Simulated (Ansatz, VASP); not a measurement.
## Two plane-wave programs on SiO2 (Quartz high)

```xyz
9
Lattice="5.1059 0.0000 0.0000 -2.5530 4.4219 0.0000 0.0000 0.0000 5.5854" Properties=species:S:1:pos:R:3 pbc="T T T"
Si    1.2765    2.2109    1.8618
Si   -1.2765    2.2109    3.7236
Si    2.5530    0.0000    0.0000
O    -0.9600    3.5021    4.6545
O     1.5930    0.9197    0.9309
O     0.0000    1.8394    2.7927
O     3.5129    0.9197    4.6545
O     0.9600    3.5021    0.9309
O     2.5530    2.5824    2.7927
```

Alike in both runs: functional PBE; k mesh 6 × 6 × 6; occupations fermi-dirac, width 0.02 eV; no spin polarisation.

Ansatz relaxed the structure, and its values are those at the end. VASP's run is a single point on that final structure, the one shown.

|  | VASP | Ansatz |
| --- | --- | --- |
| version | VASP 6.6.1 | Ansatz 0.2.0 |
| potentials or method | VASP PAW PBE potentials, release 64 (Si, O) | PAW plane waves |
| plane-wave cutoff (eV) | 520 | 420 |
| valence electrons in the cell | 48 | 48 |

```tsv
	VASP	Ansatz	Ansatz less VASP
gap on the k mesh at the Fermi level (eV)	5.55	5.55	+0.006
pressure (GPa)	0.0	0.0	-0.01
rms of the force components (eV/Å)	0.008	0.000	-0.0077
```

A k mesh can miss the band edges. As with any semilocal functional, this PBE gap is likely too small.
